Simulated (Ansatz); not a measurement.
## WSe₂: experiment and calculation

**What was measured.**

“Random anion distribution in MSxSe2−x (M = Mo, W) crystals and nanosheets”, 2018, pmc:9078701 quotes, for a bulk crystal of WSe2: lattice constant a 3.282 ± 0.001 Å; lattice constant c 12.96 ± 0.01 Å.

“Time-resolved XUV ARPES with tunable 24–33 eV laser pulses at 30 meV resolution”, 2019, pmc:6684652 reports, for a bulk crystal of WSe2: band gap 1.3 eV (indirect).

The results are compared with them further down.

Method: Ansatz, DFT PBEsol, scalar-relativistic, plane waves, PAW.

Plane waves to 420 eV, a k mesh through Γ of 12×12×2 on the computed 6-atom cell and Gaussian smearing (0.02 eV); no spin polarisation.

Relaxed structure, symmetry kept:

Space group P6_3/mmc (No. 194). a = 3.271 Å, b = 3.271 Å, c = 13.221 Å, α = 90.00°, β = 90.00°, γ = 120.00°
| atom | site | symmetry | x | y | z |
| --- | --- | --- | --- | --- | --- |
| W | 2c | -6m2 | 0.3333 | 0.6667 | 0.2500 |
| Se | 4f | 3m. | 0.3333 | 0.6667 | 0.6234 |

```json
{
 "Space group": "P6_3/mmc (No. 194)",
 "Volume per atom": "20.42 Å³",
 "Formation energy from the elements' standard states (uncorrected)": "-0.595 eV/atom",
 "Kohn–Sham band gap": "1.02 eV, indirect from Γ to (0.180, 0.180, 0.000)",
 "Löwdin character of the top 1 eV of the valence band": "W 5d 60 %, Se 4p 36 %",
 "Löwdin character of the lowest 1 eV of the conduction band": "W 5d 63 %, Se 4p 29 %, unprojected 4 %",
 "Electron masses at the edge by Cartesian direction of the standard setting (m_e; degenerate bands sorted by energy; no spin-orbit coupling)": "x: 0.51; y: 0.47; z: 0.43",
 "Hole masses at the edge by Cartesian direction of the standard setting (m_e; degenerate bands sorted by energy; no spin-orbit coupling)": "x: 0.91; y: 0.91; z: 0.99",
 "Bader charges (e)": "W (2 in the cell) 1.04, Se (4 in the cell) -0.52"
}
```

Spin-orbit coupling is left out, which matters for the bands of heavy elements. Each cell of WSe2 holds layers, and where no dispersion correction was added their binding is poorly described.

Against the measured lattice constant a of WSe2, 3.282 Å (quoted in the paper above), the calculated 3.271 Å is off by -0.3 %. Measured lattice constant c of WSe2: 12.96 Å (quoted in the paper above). This calculation gives 13.221 Å (+2.0 %). 3 values of this kind are on record (12.95 to 12.977 Å); this one was drawn at random among those near their median, those with a stated uncertainty first. The calculation is for 0 K without zero-point motion. A measured band gap of WSe2 is 1.3 eV (indirect; the paper above); the calculated 1.02 eV misses it by -0.28 eV. Kohn–Sham gaps of semilocal functionals fall short of measured ones as a rule; spin-orbit coupling, left out here, would usually lower the calculated gap of a compound with heavy elements.